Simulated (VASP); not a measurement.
Set up this calculation in VASP 6.6.1, as the native input.

```
Task                   : single point
Functional             : PBE
Potentials or basis    : VASP PAW PBE potentials, release 64 (C, Cl, H)
Cutoff                 : 520 eV
k mesh                 : 1 × 1 × 1
Occupations            : fermi-dirac, width 0.02 eV
Spin                   : no spin polarisation
Dipole correction      : no
Further INCAR settings : LREAL = Auto; ALGO = Normal; EDIFF = 1e-06; NBANDS = 63
```

The structure of H3CCl lies in POSCAR:

```
H3CCl
1.0
    8.2031320000      0.0000000000      0.0000000000
    0.0000000000      8.2031320000      0.0000000000
    0.0000000000      0.0000000000      8.2031320000
C Cl H
6 6 18
Direct
    0.2404569377      1.0021903829      0.7266370942
    0.8133356869      0.5974425378      0.1463343513
    0.1756646120      0.1578543415      0.1190886603
    0.9860380157      0.4702837892      0.7892717074
    0.7413387960      0.8806026771      0.5493511503
    0.1433111158      0.6002585354      0.4060400345
    0.1053865767      0.8983885667      0.8447261363
    0.7713273418      0.4283729678      0.2821605211
    0.0638048979     -0.0095329442      0.1921583122
    0.8025836961      0.5078913761      0.6843727493
    0.8075086443      1.0789049841      0.6233228967
    0.3035669791      0.5683682769      0.5459256294
    0.1583419601      1.1044074385      0.6674158114
    0.3522922708      1.0455396792      0.7873943757
    0.2797102375      0.9054224655      0.6282600353
    0.8146278763      0.7151049136      0.1983266879
    0.9065196074      0.5584086663      0.0653165157
    0.6998058790      0.5990516793      0.0669012762
    0.1397271189      0.2849521378      0.1481263498
    0.3003608865      0.1496745389      0.1575617703
    0.1814672737      0.1785293715     -0.0180906512
    0.9954734362      0.5563606681      0.8884411466
    0.9824540188      0.3450023723      0.8028275054
    1.0826230762      0.5093908034      0.6917601716
    0.6962828344      0.9018384685      0.4280194443
    0.8476762290      0.7864191384      0.5757678896
    0.6466554482      0.8558560316      0.6364398379
    0.0770925056      0.6686958103      0.4786464487
    0.2042024924      0.6437175459      0.3055174536
    0.0816273589      0.5014913816      0.3372248551
```

The cell was built by a generator and needn't be a form met in nature.

These files were run (other wordings do the same):

INCAR

```
SYSTEM = H3CCl
PREC     = Accurate       ! precision mode
ENCUT    = 520            ! plane-wave cutoff, eV
EDIFF    = 1E-6           ! SCF threshold, eV
ISMEAR   = -1             ! smearing method
SIGMA    = 0.02           ! smearing width, eV
LREAL    = Auto         
LASPH    = .True.         ! aspherical terms in the spheres
NELM     = 60             ! most SCF steps
ALGO     = Normal         ! electronic algorithm
ISIF     = 2              ! what is computed and relaxed
LWAVE    = .False.        ! write WAVECAR
LCHARG   = .False.        ! write CHGCAR
GGA      = PE             ! functional
NBANDS   = 63             ! bands
```

KPOINTS

```
Automatic mesh
0
Gamma
  1 1 1
  0 0 0
```

Potentials or basis: VASP PAW PBE potentials, release 64 (C, Cl, H).

The run is started by

```console
$ cat potpaw_PBE.64/C/POTCAR potpaw_PBE.64/Cl/POTCAR potpaw_PBE.64/H/POTCAR > POTCAR
$ mpirun -np 1 vasp_gam > vasp.out
```

It gave:

| Item | Value |
| --- | --- |
| Pressure | 1.7 GPa |
| Largest force | 4.989 eV/Å |
| Band gap on the k mesh | 4.99 eV, direct |

Wall time 65 s on 1 thread of Intel(R) Xeon(R) Platinum 8488C (Sapphire Rapids), with other jobs on the host, peak memory 0.55 GiB.
